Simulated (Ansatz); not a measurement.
# Li16SbSe7: the cost of one run

Program: Ansatz 0.2.0. Level of theory: DFT, PBE, plane-wave PAW, default files, scalar-relativistic. These are calculated values, not measurements.

1 further run of the same task is left out (it didn't finish).

### 1 The structure to begin with

Symmetry: Fm-3m, No. 225, cubic system. The conventional cell has a = 11.904 Å, b = 11.904 Å, c = 11.904 Å, α = 90.00°, β = 90.00°, γ = 90.00°. Li (site symmetry 3m) has 4 Se at 2.58 Å as nearest neighbours. Li (site symmetry 3m) has 3 Se at 2.58 Å and 1 Sb at 2.58 Å as nearest neighbours. Sb (site symmetry m-3m) is surrounded by 8 Li at 2.58 Å. Se (site symmetry mmm) has 8 Li at 2.58 Å as nearest neighbours. Se (site symmetry m-3m) is surrounded by 8 Li at 2.58 Å.

As a file:

```cif
data_structure
_symmetry_space_group_name_H-M 'P 1'
_symmetry_Int_Tables_number 1
_cell_length_a 8.4175
_cell_length_b 8.4175
_cell_length_c 8.4175
_cell_angle_alpha 60.000
_cell_angle_beta 60.000
_cell_angle_gamma 60.000
_cell_volume 421.73
loop_
_atom_site_label
_atom_site_type_symbol
_atom_site_fract_x
_atom_site_fract_y
_atom_site_fract_z
_atom_site_occupancy
Li1 Li 0.37500 0.37500 0.37500 1
Li2 Li 0.37500 0.37500 0.87500 1
Li3 Li 0.37500 0.87500 0.37500 1
Li4 Li 0.37500 0.87500 0.87500 1
Li5 Li 0.87500 0.37500 0.37500 1
Li6 Li 0.87500 0.37500 0.87500 1
Li7 Li 0.87500 0.87500 0.37500 1
Li8 Li 0.87500 0.87500 0.87500 1
Li9 Li 0.12500 0.12500 0.12500 1
Li10 Li 0.12500 0.12500 0.62500 1
Li11 Li 0.12500 0.62500 0.12500 1
Li12 Li 0.12500 0.62500 0.62500 1
Li13 Li 0.62500 0.12500 0.12500 1
Li14 Li 0.62500 0.12500 0.62500 1
Li15 Li 0.62500 0.62500 0.12500 1
Li16 Li 0.62500 0.62500 0.62500 1
Sb1 Sb 0.00000 0.00000 0.00000 1
Se1 Se 0.00000 0.00000 0.50000 1
Se2 Se 0.00000 0.50000 0.00000 1
Se3 Se 0.00000 0.50000 0.50000 1
Se4 Se 0.50000 0.00000 0.00000 1
Se5 Se 0.50000 0.00000 0.50000 1
Se6 Se 0.50000 0.50000 0.00000 1
Se7 Se 0.50000 0.50000 0.50000 1
```

Atom 17 of the input is the impurity.

### 2 Single point at the given positions

Contents of input.yaml:

```yaml
crystal:
  lattice:
    - [0.0, 5.9520885296, 5.9520885296]
    - [5.9520885296, 0.0, 5.9520885296]
    - [5.9520885296, 5.9520885296, 0.0]
  atoms:
    - { symbol: Li, position: [0.375, 0.375, 0.375] }
    - { symbol: Li, position: [0.375, 0.375, 0.875] }
    - { symbol: Li, position: [0.375, 0.875, 0.375] }
    - { symbol: Li, position: [0.375, 0.875, 0.875] }
    - { symbol: Li, position: [0.875, 0.375, 0.375] }
    - { symbol: Li, position: [0.875, 0.375, 0.875] }
    - { symbol: Li, position: [0.875, 0.875, 0.375] }
    - { symbol: Li, position: [0.875, 0.875, 0.875] }
    - { symbol: Li, position: [0.125, 0.125, 0.125] }
    - { symbol: Li, position: [0.125, 0.125, 0.625] }
    - { symbol: Li, position: [0.125, 0.625, 0.125] }
    - { symbol: Li, position: [0.125, 0.625, 0.625] }
    - { symbol: Li, position: [0.625, 0.125, 0.125] }
    - { symbol: Li, position: [0.625, 0.125, 0.625] }
    - { symbol: Li, position: [0.625, 0.625, 0.125] }
    - { symbol: Li, position: [0.625, 0.625, 0.625] }
    - { symbol: Sb, position: [0.0, 0.0, 0.0] }
    - { symbol: Se, position: [0.0, 0.0, 0.5] }
    - { symbol: Se, position: [0.0, 0.5, 0.0] }
    - { symbol: Se, position: [0.0, 0.5, 0.5] }
    - { symbol: Se, position: [0.5, 0.0, 0.0] }
    - { symbol: Se, position: [0.5, 0.0, 0.5] }
    - { symbol: Se, position: [0.5, 0.5, 0.0] }
    - { symbol: Se, position: [0.5, 0.5, 0.5] }
total_charge: -1
kpoints:
  mp_grid: { grid: [3, 3, 3] }
scf:
  occupations: { method: fermi_dirac, width: 0.01 }
hamiltonian:
  xc: pbe
  pseudopotentials: { kind: paw }
output:
  forces: true
  stress: true
  populations: true
  efg:
    quadrupole_moments_barn: { Li: -0.0401, Sb: -0.543 }
    contact_densities: true
```

Command:

```console
$ ansatz run input.yaml --threads 1 --pin off --max-ram 2560MiB --backend cpu --events-out ev --progress --plain --runs-dir out
```

Q: Estimate wall time and peak memory on 1 thread of Arm Neoverse V2, shared host.

About 27 s, with a peak of 0.83 GiB.
